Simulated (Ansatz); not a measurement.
# GaN: the cost of one run

Program: Ansatz 0.2.0. Level of theory: DFT PBE, scalar-relativistic, plane waves, PAW. These are calculated values, not measurements.

4 further runs of the same task are left out: 1 that didn't finish, 3 set aside as unsound or not needed.

## Step 1: The system as given

The structure is cubic, space group F-43m (No. 216). The conventional cell has a = 4.548 Å, b = 4.548 Å, c = 4.548 Å, α = 90.00°, β = 90.00°, γ = 90.00°. Around Ga (site symmetry -43m) lie 4 N at 1.97 Å. Around N (site symmetry -43m) lie 4 Ga at 1.97 Å.

As a file:

```xyz
2
Lattice="0.0000 2.2742 2.2742 2.2742 0.0000 2.2742 2.2742 2.2742 0.0000" Properties=species:S:1:pos:R:3 pbc="T T T"
Ga    0.0000    0.0000    0.0000
N     3.4114    3.4114    3.4114
```

It goes back to an entry of the Materials Project.

It is the result of an earlier relaxation at this level (volume 11.76 Å³/atom; gap on the mesh: 1.54 eV).

## Step 2: The cell under 3 GPa

What is minimised here is the enthalpy; the energy can go up as the cell is squeezed.

The input, input.yaml:

```yaml
crystal:
  lattice:
    - [0.0, 2.2742384991, 2.2742384991]
    - [2.2742384991, 0.0, 2.2742384991]
    - [2.2742384991, 2.2742384991, 0.0]
  atoms:
    - { symbol: Ga, position: [0.0, 0.0, 0.0] }
    - { symbol: "N", position: [0.75, 0.75, 0.75] }
basis:
  ecutwfc: 420
kpoints:
  mp_grid: { grid: [10, 10, 10] }
hamiltonian:
  xc: pbe
scf:
  occupations: { method: fixed }
output:
  forces: true
  stress: true
  eigenvalues: true
relax:
  adjacent_minimum: "off"
  f_tol: 0.001
  max_steps: 60
  cell: { stress_tol: 0.02, p_target: 3.0 }
```

Command:

```bash
$ ansatz run input.yaml --threads 1 --pin off --max-ram 3072MiB --backend cpu --events-out ev --progress --plain --runs-dir out
```

**Question.** How long does this run take on 1 thread of Arm Neoverse V1, shared host, and how much memory does it need?

About 13 s, with a peak of 0.29 GiB.
